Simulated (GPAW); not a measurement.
# PbS (P-6m2) in GPAW: single point with PBE

Aim: the single point of PbS with PBE.

All numbers are computed with GPAW 26.7.0; they aren't measurements. Logs are shortened: lines on timing, memory, paths and dates and some standing lists are left out, and cuts for length are marked. The log counts tension as positive stress, the text compression.

## (1) The structure

The structure is hexagonal, space group P-6m2 (No. 187). The conventional cell has a = 4.090 Å, b = 4.090 Å, c = 3.788 Å, α = 90.00°, β = 90.00°, γ = 120.00°. Pb (site symmetry -6m2) is surrounded by 6 S at 3.03 Å. Around S (site symmetry -6m2) lie 6 Pb at 3.03 Å.

Measurements of this composition are mostly on another form, of space group No. 225.

## (2) Single point, PBE

Contents of run.py:

```python
from ase.io import read
from gpaw import PW
from gpaw.dft import DFT

atoms = read('POSCAR')

dft = DFT(atoms,
          mode=PW(600),
          xc='PBE',
          kpts={'size': (8, 8, 7), 'gamma': True},
          occupations={'name': 'fermi-dirac', 'width': 0.05},
          nbands=19,
          convergence={'density': 1e-05, 'energy': 1e-05},
          maxiter=150,
          txt='gpaw.txt')
print(f'Energy: {dft.calculate_energy():.6f} eV')
print('Forces (eV/A):')
print(dft.calculate_forces().round(4))
print('Stress (eV/A^3):', dft.calculate_stress().round(6))
dft.write_gpw_file('gs.gpw')
```

Contents of POSCAR:

```
PbS
1.0
    4.0896976867      0.0000000000      0.0000000000
   -2.0448488433      3.5417820905      0.0000000000
    0.0000000000      0.0000000000      3.7881670000
Pb S
1 1
Direct
    0.0000000000      0.0000000000      0.0000000000
    0.6666666667      0.3333333333      0.5000000000
```

Potentials or basis: GPAW PAW data sets (gpaw-data 1.2.1), pw.

The run is started by

```bash
$ OMP_NUM_THREADS=1 python run.py
```

gpaw.txt:

```text
Diagonalizing LCAO Hamiltonian
Converting LCAO to pw mode

             S

       Pb

Atoms  # Å, Bohr magnetons
|   | symbol |        x |        y |        z |    initial magnetic moments |
|---|--------|----------|----------|----------|-----------------------------|
| 0 |     Pb | 0.000000 | 0.000000 | 0.000000 | ( 0.0000,  0.0000,  0.0000) |
| 1 |      S | 2.044849 | 1.180594 | 1.894084 | ( 0.0000,  0.0000,  0.0000) |

Unit cell  # Å
| periodic |         x |        y |        z |  lengths |     angles |
|----------|-----------|----------|----------|----------|------------|
|      yes |  4.089698 | 0.000000 | 0.000000 | 4.089698 |  90.000000 |
|      yes | -2.044849 | 3.541782 | 0.000000 | 4.089698 |  90.000000 |
|      yes |  0.000000 | 0.000000 | 3.788167 | 3.788167 | 120.000000 |

Number of symmetries: 12
Symmetry operations  # r_c * U_cc + t_c -> r_c
|    | kind |            matrix            |
|----|------|------------------------------|
|  0 |  σ   |  1, 1, 0,  0,-1, 0,  0, 0, 1 |
|  1 |  C2  |  1, 1, 0,  0,-1, 0,  0, 0,-1 |
|  2 |  E   |  1, 0, 0,  0, 1, 0,  0, 0, 1 |
|  3 |  σ   |  1, 0, 0,  0, 1, 0,  0, 0,-1 |
|  4 |  C3  |  0, 1, 0, -1,-1, 0,  0, 0, 1 |
|  5 |  S3  |  0, 1, 0, -1,-1, 0,  0, 0,-1 |
|  6 |  σ   |  0,-1, 0, -1, 0, 0,  0, 0, 1 |
|  7 |  C2  |  0,-1, 0, -1, 0, 0,  0, 0,-1 |
|  8 |  σ   | -1, 0, 0,  1, 1, 0,  0, 0, 1 |
|  9 |  C2  | -1, 0, 0,  1, 1, 0,  0, 0,-1 |
| 10 |  C3  | -1,-1, 0,  1, 0, 0,  0, 0, 1 |
| 11 |  S3  | -1,-1, 0,  1, 0, 0,  0, 0,-1 |

BZ-sampling:
  Number of BZ points: 448
  Number of IBZ points: 40

  Monkhorst-Pack size: [8, 8, 7]
  Monkhorst-Pack shift: [0.0625, 0.0625, 0.0]

K-points  # in reciprocal-cell coordinates
|     |                                coordinates |     weight |
|-----|--------------------------------------------|------------|
|   0 | (  0.00000000,   0.00000000,   0.00000000) | 0.00223214 |
|   1 | (  0.00000000,   0.00000000,   0.14285714) | 0.00446429 |
|   2 | (  0.00000000,   0.00000000,   0.28571429) | 0.00446429 |
|   3 | (  0.00000000,   0.00000000,   0.42857143) | 0.00446429 |
|   4 | (  0.12500000,   0.00000000,   0.00000000) | 0.01339286 |
|   5 | (  0.12500000,   0.00000000,   0.14285714) | 0.02678571 |
|   6 | (  0.12500000,   0.00000000,   0.28571429) | 0.02678571 |
|   7 | (  0.12500000,   0.00000000,   0.42857143) | 0.02678571 |
|   8 | (  0.25000000,  -0.12500000,   0.00000000) | 0.01339286 |
|   9 | (  0.25000000,  -0.12500000,   0.14285714) | 0.02678571 |
| ... |                                            |            |
|  39 | (  0.50000000,   0.50000000,   0.42857143) | 0.01339286 |

Plane wave coefficients: 1845
Cutoff: 600.0 eV

Spin-components: 1 (collinear spins)
Bands:           19
Projectors:      11
Spin-degeneracy: 2
Datatype:        complex128

Density:
  Valence electrons: 20.0
  Components: 1
  Grid points: [24 24 24]
  Charge: 0.0  # |e|

Potential:
  Grid points: [24 24 24]

species:
  Pb:
    name:    Lead
    Z:       82.0
    valence: 14
    core:    68
    charge:  0.0  # [|e|]
    compensation charges:
      type: gauss
      rc: 0.38  # [Å]
      lmax: 2
    cutoffs:
      filter: 2.36  # [Å]
      core: 2.43  # [Å]
    projectors
    | kind |    occ | energy [eV] | rcut [Å] |
    |------|--------|-------------|----------|
    |   6s |  2.000 |     -11.969 |    1.259 |
    |   6p |  2.000 |      -3.506 |    1.275 |
    |   5d | 10.000 |     -21.211 |    1.217 |
    |    s |        |      15.243 |    1.259 |
    |    p |        |      23.705 |    1.275 |
    |    d |        |       6.001 |    1.217 |

    Using partial waves for Pb as LCAO basis

  S:
    name:    Sulfur
    Z:       16.0
    valence: 6
    core:    10
    charge:  0.0  # [|e|]
    compensation charges:
      type: gauss
      rc: 0.24  # [Å]
      lmax: 2
    cutoffs:
      filter: 1.77  # [Å]
      core: 1.66  # [Å]
    projectors
    | kind |    occ | energy [eV] | rcut [Å] |
    |------|--------|-------------|----------|
    |   3s |  2.000 |     -17.254 |    0.974 |
    |   3p |  4.000 |      -7.008 |    0.979 |
    |    s |        |       9.957 |    0.974 |
    |    p |        |      20.203 |    0.979 |
    |    d |        |       0.000 |    0.900 |

    Using partial waves for S as LCAO basis

Reference energy: -578132.083262  # eV

eigensolver:
  PPCG
  Converge bands: occupied
  niter=2

density mixing:
  MSR1-Mixer
  Pratt-step length: 0.05
  Maximum mixing coefficient: 0.75
  Old densities: 10
  SVD Regularization: 0.005
  Good broyden scale: 1.0
  Trust region scale: 1.0
  Backstep threshold: 4.0
  History deletion threshold: 6.0
  Fourier metric: weight=20.0, sigma=0.015

occupation numbers:
  Fermi-Dirac:
    width: 0.0500  # eV

poisson solver:
  ecut: 4800.0  # eV

xc functional:
  name: PBE with 2 nearest neighbor stencil

convergence criteria:
- Maximum integral of absolute [dens]ity change: 1e-05 electrons / valence electron
- Maximum [total energy] change in last 3 cyles: 1e-05 eV / valence electron
- Maximum integral of absolute [eigenst]ate change: 4e-08 eV^2 / valence electron
maximum number of iterations: 150

SCF iterations
|iter     | |      energy | eigst |  dens |
|---------|-|-------------|-------|-------|
|iter:   1| |   -9.312360 | -0.19 |       |
|iter:   2| |   -9.167228 | -1.91 | -1.13 |
|iter:   3| |   -8.736601 | -1.51 | -1.18 |
|iter:   4| |   -8.736504 | -3.58 | -1.80 |
|iter:   5| |   -8.736971 | -3.98 | -2.13 |
|iter:   6| |   -8.737026 | -5.32 | -3.06 |
|iter:   7| |   -8.737036c| -6.20 | -3.51 |
|iter:   8| |   -8.737037c| -7.24 | -4.36 |
|iter:   9| |   -8.737037c| -8.33c| -4.98 |
|iter:  10| |   -8.737037c| -8.44c| -5.44c|
SCF steps: 10
Energy contributions relative to reference atoms: (reference = -578132.083262)

Energy contributions:
  Kinetic:          15.111199
  Coulomb:         -15.969137
  Zero:              0.052975
  External:          0.000000
  Xc:               -7.931284
  Entropy:          -0.001580
  Spinorbit:         0.000000
  ----------------------------
  Free energy:      -8.737827
  Extrapolated:     -8.737037

Forces  # eV/Ang
|        x |        y |       z |
|----------|----------|---------|
|  0.00000 | -0.00000 | 0.00000 |  # Pb   0
| -0.00000 |  0.00000 | 0.00000 |  # S    1

Stress tensor  # eV/Ang^3
|         x |         y |        z |
|-----------|-----------|----------|
|  0.001112 | -0.000000 | 0.000000 |
| -0.000000 |  0.001112 | 0.000000 |
|  0.000000 |  0.000000 | 0.001058 |

Writing to gs.gpw (mode='')

  __  _  _
 | _ |_)|_||  |
 |__||  | ||/\| - 26.7.0

Input parameters:
  mode=PW(ecut=600.0),
  convergence={'density': 1e-05, 'energy': 1e-05},
  kpts=MonkhorstPack(size=(8, 8, 7), gamma=True),
  maxiter=150,
  nbands=19,
  occupations=Occupations(name='fermi-dirac', width=0.05),
  xc=XC(name='PBE')
# Writing to gs.gpw (mode='')
```

It took 26 s on 1 thread of Arm Neoverse V1, shared host; peak memory 0.2 GiB.

What came out:

```
Free energy            : -8.7378 eV
Pressure               : -0.2 GPa
Band gap on the k mesh : 0.18 eV, indirect (least direct gap 1.62 eV)
```

Caveat: spin-orbit coupling is left out, which as a rule narrows the gap of such compounds by several tenths of an eV; an odd mesh through Γ misses points on the zone boundary, where band edges often lie.
